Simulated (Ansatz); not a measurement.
# CdGeAs2 (I-42d) in Ansatz: further runs

One crystal, CdGeAs2, is run at these levels: PBEsol, r2SCAN; tasks: band structure.

All numbers are computed with Ansatz 0.2.0; they aren't measurements. Logs are shortened: lines on timing, memory, paths and dates and some standing lists are left out, and cuts for length are marked.

**Experimental background.**

A printed reference work, data compilation, original work of 1975 reports, for a bulk crystal of CdGeAs2 at 300 K: band gap 0.57 eV (direct).

The runs below are set against these values where they give the same quantity.

## 1. The crystal as given

The structure is tetragonal, space group I-42d (No. 122). Conventional cell: a = 5.978 Å, b = 5.978 Å, c = 11.329 Å, α = 90.00°, β = 90.00°, γ = 90.00°. Cd (site symmetry -4) has 4 As at 2.65 Å as nearest neighbours. As (site symmetry 2) is surrounded by 2 Ge at 2.45 Å and 2 Cd at 2.65 Å. Around Ge (site symmetry -4) lie 4 As at 2.45 Å.

The cell is a database's computed one.

## 2. Band structure, PBEsol

input.yaml reads:

```yaml
crystal:
  lattice:
    - [-2.9888745628, 2.9888745628, 5.6642966801]
    - [2.9888745628, -2.9888745628, 5.6642966801]
    - [2.9888745628, 2.9888745628, -5.6642966801]
  atoms:
    - { symbol: Cd, position: [0.5, 0.5, 0.0] }
    - { symbol: Cd, position: [0.25, 0.75, 0.5] }
    - { symbol: As, position: [0.09621757, 0.125, 0.47121757] }
    - { symbol: As, position: [0.375, 0.90378243, 0.02878243] }
    - { symbol: As, position: [0.65378243, 0.625, 0.52878243] }
    - { symbol: As, position: [0.875, 0.34621757, 0.97121757] }
    - { symbol: Ge, position: [0.75, 0.25, 0.5] }
    - { symbol: Ge, position: [0.0, 0.0, 0.0] }
hamiltonian:
  xc: pbesol
  pseudopotentials: { kind: paw }
kpoints:
  mp_grid: { grid: [6, 6, 6] }
  band_path:
    path:
      - [[0.0, 0.0, 0.0], [0.0, 0.0, 0.5], [-0.1392173611, 0.1392173611, 0.5], [-0.3196086806, 0.3196086806, 0.3196086806], [0.0, 0.0, 0.0], [0.5, 0.5, -0.5], [0.3196086806, 0.6803913194, -0.3196086806], [0.0, 0.5, 0.0], [0.25, 0.25, 0.25], [0.5, 0.5, -0.1392173611], [0.5, 0.5, -0.5]]
      - [[0.0, 0.0, 0.5], [0.25, 0.25, 0.25]]
    npoints: 10
scf:
  occupations: { method: fermi_dirac, width: 0.05 }
  n_extra_bands: 20
output:
  forces: true
  stress: true
  eigenvalues: true
  fatbands: true
```

Potentials or basis: Ansatz PAW.

Launch:

```sh
> ansatz run input.yaml --threads 4 --pin off --max-ram 11264MiB --backend cpu --events-out ev --progress --plain --runs-dir out
```

What it wrote:

```text
Warning: RAYON_NUM_THREADS=4 ignored (pool sized by the plan → 4); use --threads N
scf.n_extra_bands = 20 over 64 filled bands (N_el = 128.0): the run solves 84 bands
Engine: ansatz 0.2.0, aarch64-unknown-linux-gnu
Pseudopotentials: kind: paw
Pseudopotential: Cd, paw, valence charge 20, recommended cutoff 420 eV (normal), Cd.paw.azcp
Pseudopotential: As, paw, valence charge 15, recommended cutoff 420 eV (normal), As.paw.azcp
Pseudopotential: Ge, paw, valence charge 14, recommended cutoff 420 eV (normal), Ge.paw.azcp
Functional definition: PBEsol
  exchange = pbesol_x
  correlation = pbesol_c
Crystal: 8 atoms, lattice volume = 202.405 Å³
Basis set: ecut = 420 eV, 3943 PW (Γ), exchange–correlation on 96×96×96 points (8 copies of the dense FFT grid, shifted against one another)
Bands: 84, of which v1, the nominal top of the filled ones, is band 64 counted from 1 (63 counted from 0)
Symmetry: 8 space group operations
Space group: I-42d (ITA 122), of the structure as read, at distance tolerance 5.9e-5 Å
k-points: 30 of 216 (time reversal used)
Non-local potential: Cd, projectors of the file, l = 0: 3, l = 1: 2, l = 2: 2, l = 3: 1
Non-local potential: As, projectors of the file, l = 0: 2, l = 1: 2, l = 2: 3, l = 3: 1
Non-local potential: Ge, projectors of the file, l = 0: 2, l = 1: 2, l = 2: 3, l = 3: 1
PAW form: soft (Blöchl's): semilocal exchange-correlation on the pseudo side does not see the compensation charge
PAW frozen core: Cd, regenerated for the run's functional, and the local potential with it (the file was generated under x = pbe(κ = 0.804, μ = 0.2195149727645171), c = pbe(β = 0.06672455060314922))
PAW frozen core: As, regenerated for the run's functional, and the local potential with it (the file was generated under x = pbe(κ = 0.804, μ = 0.2195149727645171), c = pbe(β = 0.06672455060314922))
PAW frozen core: Ge, regenerated for the run's functional, and the local potential with it (the file was generated under x = pbe(κ = 0.804, μ = 0.2195149727645171), c = pbe(β = 0.06672455060314922))
PAW one-centre angular grid: Cd, 590 points (default); XC on 64 Gauss nodes
PAW one-centre angular grid: As, 590 points (default); XC on 64 Gauss nodes
PAW one-centre angular grid: Ge, 590 points (default); XC on 64 Gauss nodes
Initial density: superposition of atomic densities (neutral atoms: chi_scale 0, normalization atom), corrected by the library's trained network
Initial wavefunctions: pseudopotential atomic-orbital guess
Functional: x = pbesol(κ = 0.804, μ = 0.12345679012345678), c = pbesol(β = 0.046)
SCF iter   1: F=—  HF=-44127.656453 eV  |F-HF|=—  |Δ(HF+E_count)|=         —  Δρ=3.65e-3  dr2=3.26e-2  ethr=1.77e-3  ⟨swp⟩=5.8  Hψ=9053  notcnv=0  defer=55
preconditioner: auto → Resta (q_TF=auto, 2.528 Å⁻¹)  ε∞=3.5  [insulator: Δε(μ)=0.198 eV  Ē_g=11.793 eV  σ=0.050 eV  W_gap=0.61  n_scr=60 (ndim 8)  ℏωp=18.8 eV  f_vac=0.125  D(μ)=0.11/eV (n_scr^D=0)  ε∞_Penn≈3.5]
SCF iter   2: F=—  HF=-44127.648267 eV  |F-HF|=—  |Δ(HF+E_count)|=   8.19e-3  Δρ=1.45e-3  dr2=6.44e-3  ethr=2.55e-5  ⟨swp⟩=3.0  Hψ=5255  notcnv=0  defer=266
SCF iter   3: F=—  HF=-44127.647192 eV  |F-HF|=—  |Δ(HF+E_count)|=   1.08e-3  Δρ=5.56e-4  dr2=1.07e-3  ethr=5.03e-6  ⟨swp⟩=2.0  Hψ=2441  notcnv=0  defer=266
SCF iter   4: F=—  HF=-44127.647231 eV  |F-HF|=—  |Δ(HF+E_count)|=   3.90e-5  Δρ=1.57e-4  dr2=7.11e-5  ethr=8.33e-7  ⟨swp⟩=2.0  Hψ=2922  notcnv=0  defer=266
SCF iter   5: F=—  HF=-44127.647307 eV  |F-HF|=—  |Δ(HF+E_count)|=   7.62e-5  Δρ=6.95e-5  dr2=1.03e-5  ethr=5.55e-8  ⟨swp⟩=2.0  Hψ=3822  notcnv=0  defer=266
SCF iter   6: F=—  HF=-44127.647311 eV  |F-HF|=—  |Δ(HF+E_count)|=   4.06e-6  Δρ=2.10e-5  dr2=6.52e-7  ethr=8.06e-9  ⟨swp⟩=2.0  Hψ=4002  notcnv=0  defer=266
SCF iter   7: F=-44127.647312 eV  HF=-44127.647312 eV  |F-HF|=3.36e-8  |Δ(HF+E_count)|=   8.30e-7  Δρ=5.20e-6  dr2=4.47e-8  ethr=7.81e-11  ⟨swp⟩=9.6  Hψ=11991  notcnv=0
SCF 1 converged in 7 iterations: F = -44127.647312 eV  dr2 = 4.47e-8
NSCF: frozen V_eff on 112 k-points
SCF converged after 7 iterations
Free energy (F): -44127.647312 eV
Harris-Foulkes:  -44127.647312 eV  (|F-HF|=3.36e-8)
Internal energy: -44127.646196 eV  (E = F + TS)
E sigma→0 (E₀):  -44127.646754 eV
Entropy (-TS):   -0.001116 eV (-0.139 meV/atom)
Fermi energy:    8.417940 eV
--- Per-component energies (eV) ---
  E_band       = -2340.002257
  E_kinetic    = 1643.140937
  E_local      = -20042.371042  (includes V_loc(G=0)·N_el)
  E_nonlocal   = -1760.784147
  E_hartree    = 9743.254482
  E_xc         = -814.116295
  E_vxc        = -886.638111  (∫ρ·V_xc dr)
  E_paw        = -19157.014534  (= ΣΔE_a)
  E_vpaw       = -779.847360  (= ΣTr[D̂ρ^β])
  E_aug_tail   = 0.000627  (compensation charges beyond the density's cutoff)
  E_ewald      = -13746.141730
  E_core_change = 6.385507  (= ΣΔE_core)
  E_smearing   = -0.001116  (= −TS)
  E_closure    = 0.000000  (closes the sum)
  Σ components = -44127.647312   (vs F -44127.647312, Δ=0.00e0)
--- Forces (eV/Å), atoms counted from 1 ---
  atom   1  Cd    -0.00000000     0.00000000     0.00000000
  atom   2  Cd    -0.00000000    -0.00000000     0.00000000
  atom   3  As     0.00000000     0.17756436    -0.00000000
  atom   4  As    -0.17756436     0.00000000     0.00000000
  atom   5  As    -0.00000000    -0.17756436    -0.00000000
  atom   6  As     0.17756436     0.00000000     0.00000000
  atom   7  Ge    -0.00000000    -0.00000000     0.00000000
  atom   8  Ge    -0.00000000     0.00000000     0.00000000
  max |Σ_I F_I| component: 3.81e-17 eV/Å
--- Stress (GPa, compression-positive) ---
       -0.757888       0.000000       0.000000
        0.000000      -0.757888       0.000000
        0.000000       0.000000      -0.690018
  P = ⅓ Tr σ = -0.7353 GPa (-7.353 kbar)
--- Band table (eV; the first three rows and the last of 30) ---
  k-point 0: bands = ["-93.8068", "-93.8068", "-54.9133", "-54.9130", "-54.8865", "-54.8865", "-54.8864", "-54.8864", "-26.9649", "-26.9647", "-26.9647", "-26.9646", "-26.9645", "-26.9641", "-26.9634", "-26.9634", "-26.9020", "-26.9015", "-26.9013", "-26.9013", "-26.8730", "-26.8727", "-26.8720", "-26.8720", "-26.8589", "-26.8588", "-26.8588", "-26.8588", "-16.4927", "-16.4927", "-16.4923", "-16.4884", "-16.4852", "-16.4852", "-16.4686", "-16.4672", "-16.4658", "-16.4640", "-4.4917", "-2.3600", "-2.3600", "-2.3528", "-0.8621", "-0.0038", "0.0357", "0.0357", "0.1264", "0.1879", "0.1884", "0.2176", "0.4323", "0.4323", "0.4407", "1.7773", "4.2923", "4.3826", "4.3826", "4.7388", "5.2496", "6.2383", "6.2383", "8.0842", "8.2292", "8.2292", "8.4452", "9.6238", "10.0433", "11.2329", "11.2329", "11.6576", "12.1917", "12.8818", "13.1612", "13.1612", "14.3049", "14.3049", "14.3251", "15.4312", "16.5273", "17.0836", "17.7290", "17.7290", "17.8095", "18.3296"]
  k-point 1: bands = ["-93.8068", "-93.8068", "-54.9132", "-54.9130", "-54.8865", "-54.8865", "-54.8864", "-54.8864", "-26.9649", "-26.9648", "-26.9648", "-26.9646", "-26.9644", "-26.9640", "-26.9634", "-26.9634", "-26.9019", "-26.9015", "-26.9014", "-26.9014", "-26.8729", "-26.8727", "-26.8721", "-26.8721", "-26.8589", "-26.8588", "-26.8587", "-26.8587", "-16.4927", "-16.4926", "-16.4920", "-16.4883", "-16.4857", "-16.4855", "-16.4685", "-16.4672", "-16.4656", "-16.4641", "-4.3623", "-2.6271", "-2.4289", "-2.3652", "-0.6248", "-0.0436", "0.0138", "0.0342", "0.1365", "0.1449", "0.1843", "0.2082", "0.3440", "0.4496", "0.5238", "1.8673", "4.0987", "4.4712", "4.5258", "5.0798", "5.2459", "6.1915", "6.3293", "6.7081", "7.8296", "8.1237", "9.5057", "9.9207", "11.0629", "11.1180", "11.2210", "12.0887", "12.3914", "12.6242", "12.8667", "13.3249", "14.0668", "14.3215", "15.3383", "15.8813", "16.1919", "16.1969", "16.5916", "16.9158", "16.9305", "17.2508"]
  k-point 2: bands = ["-93.8068", "-93.8068", "-54.9132", "-54.9130", "-54.8865", "-54.8865", "-54.8864", "-54.8864", "-26.9649", "-26.9649", "-26.9647", "-26.9647", "-26.9641", "-26.9639", "-26.9636", "-26.9636", "-26.9018", "-26.9015", "-26.9015", "-26.9014", "-26.8726", "-26.8726", "-26.8723", "-26.8722", "-26.8590", "-26.8589", "-26.8587", "-26.8586", "-16.4925", "-16.4924", "-16.4908", "-16.4881", "-16.4869", "-16.4863", "-16.4681", "-16.4674", "-16.4653", "-16.4644", "-4.0212", "-3.1131", "-2.5304", "-2.4226", "-0.2126", "-0.1234", "0.0164", "0.0285", "0.1229", "0.1647", "0.1693", "0.1924", "0.2756", "0.3498", "0.7447", "1.6801", "3.6586", "4.4172", "4.4657", "5.4816", "5.7724", "6.2741", "6.7723", "6.8007", "7.3942", "7.8914", "9.7833", "9.8638", "10.6553", "11.0839", "12.1081", "12.1258", "12.3089", "12.8019", "13.4871", "13.5863", "13.7307", "14.0084", "15.1094", "15.5414", "15.6734", "15.8390", "15.8823", "16.3577", "17.0116", "17.3729"]
  k-point 29: bands = ["-93.8068", "-93.8068", "-54.9131", "-54.9131", "-54.8865", "-54.8865", "-54.8864", "-54.8864", "-26.9652", "-26.9652", "-26.9646", "-26.9646", "-26.9638", "-26.9638", "-26.9635", "-26.9635", "-26.9017", "-26.9017", "-26.9013", "-26.9013", "-26.8729", "-26.8729", "-26.8720", "-26.8720", "-26.8588", "-26.8588", "-26.8588", "-26.8588", "-16.4933", "-16.4933", "-16.4903", "-16.4903", "-16.4847", "-16.4847", "-16.4683", "-16.4683", "-16.4645", "-16.4645", "-3.7311", "-3.7311", "-2.3679", "-2.3679", "-0.1768", "-0.1768", "0.0934", "0.0934", "0.1411", "0.1411", "0.2104", "0.2104", "0.2946", "0.2946", "1.1732", "1.1732", "4.7114", "4.7114", "4.9834", "4.9834", "6.0774", "6.0774", "6.5160", "6.5160", "7.3797", "7.3797", "9.7162", "9.7162", "9.9330", "9.9330", "10.9953", "10.9953", "11.3679", "11.3679", "14.2092", "14.2092", "14.4500", "14.4500", "15.4401", "15.4401", "16.8666", "16.8666", "17.8805", "17.8805", "17.9838", "17.9838"]
```

Wall time 64 s (4 threads of Arm Neoverse V2, shared host); peak memory 1.3 GiB.

Results:

```
Free energy             : -44127.6473 eV
Pressure                : -0.7 GPa
Largest force           : 0.178 eV/Å
Band gap on the k mesh  : 0.19 eV, indirect (least direct gap 0.22 eV)
Band gap along the path : 0.05 eV, indirect (least direct gap 0.22 eV)
```

Forces on the atoms (eV/Å):
```
Cd   0.000  0.000  0.000
Cd   0.000  0.000  0.000
As   0.000  0.178  0.000
As  -0.178  0.000  0.000
As   0.000 -0.178  0.000
As   0.178  0.000  0.000
Ge   0.000  0.000  0.000
Ge   0.000  0.000  0.000
```

Levels at the corners of the path, in eV from the valence-band top:
| point | band 60 | band 61 | band 62 | band 63 | band 64 | band 65 | band 66 | band 67 | band 68 | band 69 |
| --- | --- | --- | --- | --- | --- | --- | --- | --- | --- | --- |
| Γ | -2.16 | -2.16 | -0.31 | -0.17 | -0.17 | 0.05 | 1.23 | 1.64 | 2.83 | 2.83 |
| X | -1.82 | -1.11 | -1.11 | -0.61 | -0.61 | 0.59 | 0.59 | 2.37 | 2.37 | 3.74 |
| Y | -2.16 | -1.21 | -1.21 | -0.94 | -0.94 | 1.00 | 1.00 | 2.83 | 2.83 | 3.31 |
| S | -2.70 | -2.09 | -1.80 | -1.04 | -0.52 | 1.34 | 1.90 | 2.02 | 2.65 | 3.57 |
| Γ | -2.16 | -2.16 | -0.31 | -0.17 | -0.17 | 0.05 | 1.23 | 1.64 | 2.83 | 2.83 |
| Z | -2.32 | -1.88 | -1.88 | -1.02 | -1.02 | 1.32 | 1.32 | 1.53 | 1.53 | 2.60 |
| S1 | -2.70 | -2.09 | -1.80 | -1.04 | -0.52 | 1.34 | 1.90 | 2.02 | 2.65 | 3.57 |
| N | -2.65 | -2.14 | -1.57 | -1.28 | -0.70 | 1.72 | 1.95 | 2.58 | 3.32 | 3.75 |
| P | -2.26 | -1.04 | -1.04 | -1.01 | -1.01 | 1.33 | 1.33 | 1.93 | 1.93 | 3.80 |
| Y1 | -2.16 | -1.21 | -1.21 | -0.94 | -0.94 | 1.00 | 1.00 | 2.83 | 2.83 | 3.31 |
| Z | -2.32 | -1.88 | -1.88 | -1.02 | -1.02 | 1.32 | 1.32 | 1.53 | 1.53 | 2.60 |
| X | -1.82 | -1.11 | -1.11 | -0.61 | -0.61 | 0.59 | 0.59 | 2.37 | 2.37 | 3.74 |
| P | -2.26 | -1.04 | -1.04 | -1.01 | -1.01 | 1.33 | 1.33 | 1.93 | 1.93 | 3.80 |

Caveat: the k mesh misses the band edges, so the gap on the mesh is wider than the one along the path; the PAW data sets come from PBE, with cores solved anew for the run's functional, which leaves a small shift of forces and pressure.

## 3. Band structure, r2SCAN

input.yaml: that of step 2 with these lines changed.

```diff
@@ -15,3 +15,3 @@
 hamiltonian:
-  xc: pbesol
+  xc: r2scan
   pseudopotentials: { kind: paw }
@@ -31,2 +31,6 @@
   eigenvalues: true
-  fatbands: true
+  fatbands: false
+  write_density: true
+  write_potential: true
+  elf: true
+  volumetric_format: npy
```

Potentials or basis: Ansatz PAW.

Launch:

```sh
> ansatz run input.yaml --threads 4 --pin off --max-ram 11264MiB --backend cpu --events-out ev --progress --plain --runs-dir out
```

Run time: 66 s. Hardware: 4 threads of Arm Neoverse V2, shared host; peak memory 2.2 GiB.

The run converged. Its results:

* Free energy: -44601.7015 eV
* Pressure: -0.1 GPa
* Largest force: 0.009 eV/Å
* Band gap on the k mesh: 0.10 eV, direct
* Band gap along the path: 0.10 eV, direct

Forces in eV/Å, atoms in the order of the input:
```
Cd   0.000  0.000  0.000
Cd   0.000  0.000  0.000
As   0.000  0.009  0.000
As  -0.009  0.000  0.000
As   0.000 -0.009  0.000
As   0.009  0.000  0.000
Ge   0.000  0.000  0.000
Ge   0.000  0.000  0.000
```

Stress tensor (GPa, compression positive):
```
-0.04  0.00  0.00
 0.00 -0.04  0.00
 0.00  0.00 -0.16
```

Levels at the corners of the path, in eV from the valence-band top:
```tsv
point	band 60	band 61	band 62	band 63	band 64	band 65	band 66	band 67	band 68	band 69
Γ	-2.25	-2.25	-0.22	-0.22	0.00	0.10	1.53	1.95	3.10	3.10
X	-1.93	-1.18	-1.18	-0.67	-0.67	0.90	0.90	2.73	2.73	4.05
Y	-2.26	-1.27	-1.27	-0.97	-0.97	1.28	1.28	3.17	3.17	3.63
S	-2.78	-2.18	-1.86	-1.10	-0.58	1.58	2.19	2.34	2.99	3.95
Γ	-2.25	-2.25	-0.22	-0.22	0.00	0.10	1.53	1.95	3.10	3.10
Z	-2.40	-1.98	-1.98	-1.09	-1.09	1.58	1.58	1.85	1.85	2.94
S1	-2.78	-2.18	-1.86	-1.10	-0.58	1.58	2.19	2.34	2.99	3.95
N	-2.77	-2.20	-1.63	-1.34	-0.74	1.96	2.22	2.88	3.72	4.14
P	-2.33	-1.11	-1.11	-1.05	-1.05	1.56	1.56	2.32	2.32	4.11
Y1	-2.26	-1.27	-1.27	-0.97	-0.97	1.28	1.28	3.17	3.17	3.63
Z	-2.40	-1.98	-1.98	-1.09	-1.09	1.58	1.58	1.85	1.85	2.94
X	-1.93	-1.18	-1.18	-0.67	-0.67	0.90	0.90	2.73	2.73	4.05
P	-2.33	-1.11	-1.11	-1.05	-1.05	1.56	1.56	2.32	2.32	4.11
```

Caveat: the PAW data sets come from PBE, with cores solved anew for the run's functional, which leaves a small shift of forces and pressure.

## 4. For comparison

An earlier run on the cell as given: functional PBEsol; potentials or basis Ansatz PAW; cutoff 420 eV (not typed: the program's choice for these potentials); k mesh 6 × 6 × 6; occupations fermi-dirac, width 0.05 eV; no spin polarisation.

* Pressure: -0.7 GPa
* Largest force: 0.178 eV/Å
* Band gap on the k mesh: 0.19 eV, indirect (least direct gap 0.22 eV)

## 5. Overview

| task | level | cutoff (eV) | points for each segment of the path | gap on the mesh (eV) | pressure (GPa) | largest force (eV/Å) |
| --- | --- | --- | --- | --- | --- | --- |
| band structure | PBEsol | 420 | 10 | 0.19 | -0.7 | 0.18 |
| band structure | r2SCAN | 500 | 10 | 0.10 | -0.1 | 0.01 |
| single point | PBEsol | 420 | - | 0.19 | -0.7 | 0.18 |

Alike in all rows: potentials or basis Ansatz PAW; no spin polarisation; cell as given; k mesh 6 × 6 × 6; smearing fermi-dirac 0.05 eV.

On the cell as given the gap runs from 0.05 eV (PBEsol) to 0.19 eV (PBEsol). The pressure there spans -0.7 GPa (PBEsol) to -0.1 GPa (r2SCAN); a positive pressure means that this level wants a larger cell, a negative one a smaller.

Caveats: the PAW data sets come from PBE, with cores solved anew for the run's functional, which leaves a small shift of forces and pressure; the k mesh misses the band edges, so the gap on the mesh is wider than the one along the path (some runs).

Absolute energies hang on the potentials; compare differences alone.

## 6. Comparison with measurements

Step 2. Against the measured direct gap of CdGeAs2, 0.57 eV (direct; 300 K; a printed reference work, data compilation, original work of 1975), the calculated 0.22 eV is off by -0.35 eV. Spin-orbit coupling on As, Cd, Ge is left out. The value is that of PBEsol, without temperature or zero-point motion. Semilocal functionals fall short of measured gaps as a rule. The cell is a database's relaxed one, not the measured one, which moves gaps too.

Step 3. Against the measured gap of CdGeAs2, 0.57 eV (direct; 300 K; a printed reference work, data compilation, original work of 1975), the calculated 0.10 eV is off by -0.47 eV. Spin-orbit coupling on As, Cd, Ge is left out. The value is that of r2SCAN, without temperature or zero-point motion. The cell is a database's relaxed one, not the measured one, which moves gaps too.
